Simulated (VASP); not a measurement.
## BN: relaxation of the atoms with PBE+D3(BJ)

BN, a slab with vacuum:

```
CELL_PARAMETERS angstrom
2.51000 0.00000 0.00000
-1.25500 2.17372 0.00000
0.00000 0.00000 25.03500
ATOMIC_POSITIONS crystal
B 0.00000 0.00000 0.29958
B 0.33333 0.66667 0.43319
B 0.00000 0.00000 0.56681
B 0.33333 0.66667 0.70042
N 0.66667 0.33333 0.29958
N 0.00000 0.00000 0.43319
N 0.66667 0.33333 0.56681
N 0.00000 0.00000 0.70042
```

The cell isn't the ideal one: the (0 0 1) slab of BN, cut from the database cell, not relaxed.

```
Program                   : VASP 6.6.1
Task                      : relaxation of the atoms
Functional                : PBE
Dispersion                : D3(BJ)
Potentials or basis       : VASP PAW PBE potentials, release 64 (B, N)
Cutoff                    : 520 eV
k mesh                    : 12 × 12 × 1
Occupations               : gaussian, width 0.05 eV
Spin                      : no spin polarisation
Dipole correction         : yes
Atoms held fixed (from 0) : [0, 4, 1, 5]
Further INCAR settings    : ALGO = Normal; EDIFF = 1e-06; IBRION = 2; EDIFFG = -0.01; NSW = 60
```

```
Energy gained by relaxing  : 0.0 meV/atom
Ionic steps                : 2
Band gap on the k mesh     : 4.37 eV, indirect (least direct gap 4.47 eV)
Dispersion energy per atom : -0.122 eV
```

Final structure:
```
CELL_PARAMETERS angstrom
2.51000 0.00000 0.00000
-1.25500 2.17372 0.00000
0.00000 0.00000 25.03500
ATOMIC_POSITIONS crystal
B 0.00000 0.00000 0.29958
B 0.33333 0.66667 0.43319
B 0.00000 0.00000 0.56680
B 0.33333 0.66667 0.70039
N 0.66667 0.33333 0.29958
N 0.00000 0.00000 0.43319
N 0.66667 0.33333 0.56680
N 0.00000 0.00000 0.70044
```

Levels at points of the mesh, in eV from the valence-band top:
```
           k point  band 13  band 14  band 15  band 16  band 17  band 18  band 19  band 20
(0.00, 0.00, 0.00)    -1.35    -1.35    -1.33    -1.33     4.82     5.03     5.82     6.51
(0.50, 0.00, 0.00)    -1.24    -1.07    -0.86    -0.75     4.37     4.53     4.87     5.25
```

Run time: 2.1 min on 1 thread of AMD EPYC 7R43 64-Core Processor (Zen 3), with other jobs on the host, peak memory 0.24 GiB.
